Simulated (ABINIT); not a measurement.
Crystal: GaAs.

```
CELL_PARAMETERS angstrom
0.00000 2.82685 2.82685
2.82685 0.00000 2.82685
2.82685 2.82685 0.00000
ATOMIC_POSITIONS crystal
As 0.75000 0.75000 0.75000
Ga 0.00000 0.00000 0.00000
```

Base run:

```yaml
Program: ABINIT 10.8.3 (patched build)
Functional: LDA
Potentials_or_basis: JTH PAW LDA v2.0
Cutoff: 463 eV
k_mesh: 8 × 8 × 8
Occupations: fermi-dirac, width 0.05 eV
Spin: no spin polarisation
```

Its results: band gap on the k mesh 0.28 eV, direct; pressure -2.0 GPa.

Task: The run is repeated on the same cell with these changes: k mesh from 8 × 8 × 8 to 3 × 3 × 3. What comes out?

Result: Band gap on the k mesh 0.23 eV, direct; pressure -0.6 GPa.

Caveats: some runs use coarse meshes.
